**Question**

The table lists core levels of a copper atom in a slightly strained copper crystal, from a density-functional calculation in the local density approximation (LDA). Energies count from the Fermi energy. The subscript is the total angular momentum of the electron, orbital and spin together.

Kohn-Sham core levels of copper relative to the Fermi energy, computed with the program exciting sodium (LDA-PZ, all-electron LAPW+lo, no spin polarisation). The one-atom cell is strained at random at fixed volume, with an 11×11×11 k-mesh and Gaussian smearing of 0.05 eV. Core states are solved with the Dirac equation, valence states without spin-orbit coupling.

| row | core level (eV) | core element | core shell |
| --- | --- | --- | --- |
| 1 | -8829.1 | Cu | 1s1/2 |
| 2 | -1058.3 | Cu | 2s1/2 |
| 3 | -928.0 | Cu | 2p1/2 |
| 4 | -907.6 | Cu | 2p3/2 |
| 5 | -111.9 | Cu | 3s1/2 |

(a) Compare the fall in depth from 1s to 2s to 3s with that in a one-electron atom, and explain the difference.
(b) Estimate the depth of the second shell without fitting anything to the table.
(c) The second shell has three levels. Explain the two gaps between them, and why they differ so much.

**Model answer**

**(a)** In a one-electron atom the depth goes as 1/n², where n is the shell number, so 1s lies 4 times as deep as 2s, and 2s 2.25 times as deep as 3s. In the table these ratios are 8.3 and 9.5. The levels of copper thus rise towards the Fermi energy much faster than the shell number alone would make them.

The other electrons do this in two ways. Those further in hide part of the nucleus, so a 3s electron is held by a smaller charge than a 1s electron. Those further out surround the core like a charged shell. Inside such a shell the repulsive potential is nearly constant: it pulls the core electron nowhere, but it raises its energy.

This lift weakens from shell to shell, because an outer level has fewer electrons outside it. The attraction weakens faster still. In the estimate of part (b) the lift cancels about a fifth of the attraction term for 1s, half for the second shell and four fifths for 3s. What is left therefore shrinks much faster than 1/n².

**(b)** Write the energy of the atom as a sum of one-electron terms, −Ry·Z²/n², with Ry = 13.6 eV and Z the nuclear charge that each electron feels after screening. Slater's rules give the screening: 0.35 for each other electron of the same group (0.30 within 1s), 0.85 for each one a shell further in, and 1 for those deeper down. For a 3d electron, everything further in counts 1.

By Janak's theorem, a level in such a calculation is the change of the total energy per added bit of electron in that orbital. The added bit brings its own binding term. It also weakens the charge felt by every electron that it screens, and each of these loses binding by 2·Ry·Z/n² times the screening constant. That loss is the lift.

For the second shell the charges are:

- 2s and 2p: 29 − 7 × 0.35 − 2 × 0.85 = 24.85
- 3s and 3p: 29 − 7 × 0.35 − 8 × 0.85 − 2 = 17.75
- 3d: 29 − 9 × 0.35 − 18 = 7.85
- 4s: 29 − 18 × 0.85 − 10 = 3.7, with an effective n of 3.7

The sum of number × screening constant × Z/n² is then:

- own shell: 8 × 0.35 × 24.85/4 = 17.4
- 3s and 3p: 8 × 0.85 × 17.75/9 = 13.4
- 3d: 10 × 1 × 7.85/9 = 8.7
- 4s: 1 × 1 × 3.7/3.7² = 0.3

The total of 39.8, times 2 × 13.6 eV, is a lift of 1083 eV. The binding term of 2s, taken from the Dirac formula for a charge of 24.85, is 2122 eV. The estimated depth is 2122 − 1083 = 1039 eV, against 1058 eV for 2s in the table and 950 eV for the average over the eight electrons of the shell.

**(c)** The wide gap, 130 eV between 2s and 2p1/2, is due to screening. Around a bare point nucleus the Dirac equation gives these two levels the same energy. In the calculation both move in one common potential, so they can separate only because screening has changed its shape from a pure 1/r. The 2s orbital has an inner lobe close to the nucleus, where little charge is hidden, and so it gains more binding than 2p.

A first-order estimate with hydrogen-like orbitals supports this. In the output, the repulsion from the electrons of the first two shells separates 2s from 2p by about 120 eV without exchange and 150 eV with it. That estimate averages the direct repulsion among the 2p electrons over direction; counted in full, it lowers both figures by about 10 eV. Either way the computed gap lies between the two. The estimate leaves out the third shell and gives all orbitals the same charge, so it supports the size of the effect, not the exact figure.

The narrow gap, 20.4 eV between 2p1/2 and 2p3/2, is spin-orbit splitting. It depends on the slope of the potential, weighted heavily towards the nucleus, and grows roughly as the fourth power of the charge felt there. A one-electron atom with the same splitting would need a charge of 25.8, not far below the full 29. This is an effective value: it reflects both the field near the nucleus and how much of the orbital lies there.

The gaps differ so much because the wide one comes from ordinary electrostatic repulsion, while the narrow one is a relativistic correction. Against the binding term of part (b), the first is about 6% and the second just under 1%.

The depth of 2p3/2, read as if it belonged to a one-electron atom, gives a charge of only 16.3, which would split the level by about 3 eV. The two charges disagree because the lift enters the depth but hardly the splitting: a nearly constant potential has almost no slope. The splitting therefore reports the field deep inside the atom, while the depth reports that field and all the electrons outside it.

**Remarks on the reasoning**

The close result for 2s in part (b) is partly luck. Slater's rules put s and p electrons in one group, so the fair comparison is with the average over the eight electrons of the shell, and there the estimate is 8% too deep. For 1s it is 2% too deep, and for 3s 25% too shallow, each relative to the computed depth. The model counts from a free electron at rest far from the atom, the table from the Fermi energy; the few eV between these zeros matter only for 3s, whose miss they would widen slightly. The 3s miss has the sign to be expected if 3s, like 2s, penetrates more than the p electrons of its group. No row was used to set a constant; the output below gives the estimate for all five.

Dividing the depth into attraction and lift is a step of theory, not something the table displays. The 2p splitting offers a separate test, since it should follow from the screened charge of 24.85 with no lift at all. That charge gives 17.6 eV, 14% below the computed splitting, whereas the charge read from the depth fails by a factor of six.

The core levels come from the Dirac equation, which contains spin-orbit coupling; only the valence electrons are treated without it.

The levels should not be quoted as photoemission energies. An LDA level is the energy slope at full occupation, and it sinks as the electron is taken out, because repulsion falls. Complete removal thus costs more than the listed depth: for 1s, roughly 9000 eV as a recalled measured figure.

Photoemission from the 2p pair is used to detect copper from interconnects on surfaces and in neighbouring layers. The spacing of the pair is set deep in the atom and marks the element, while the position of the lines also responds to the charge around it.

Numerical output:

```
Depth below the Fermi energy and model, eV:
  row  computed  bare_nucleus  own_term   lift  model  miss_percent  charge_from_depth
    1      8829         11573     11333   2292   9040         2.393              25.47
    2      1058          2902      2122   1083   1039        -1.782              17.64
    3       928          2902      2122   1083   1039         12.01              16.52
    4     907.6          2869      2105   1083   1022         12.58              16.33
    5     111.9          1286     478.3  393.9  84.45        -24.54              8.604
Depth ratio 1s to 2s (nonrelativistic one-electron atom: 4): 8.343
Depth ratio 2s to 3s (nonrelativistic one-electron atom: 2.25): 9.458
Relativistic deepening of 1s at a bare copper nucleus, percent: 1.145
Mean depth of the second shell weighted by electrons, eV: 950.4
Miss of the model for that mean, percent: 8.445
Gap 2s to 2p1/2, eV: 130.3
Gap 2p1/2 to 2p3/2, eV: 20.4
Ratio of the two gaps: 6.387
First-order estimate of the 2s-2p gap, direct repulsion only, eV: 118.5
First-order estimate of the 2s-2p gap, with exchange, eV: 147.1
Nuclear charge felt according to the 2p spin-orbit splitting: 25.76
2p splitting expected with the Slater charge, eV: 17.63
2p splitting expected with the charge from the 2p3/2 depth, eV: 3.224
```
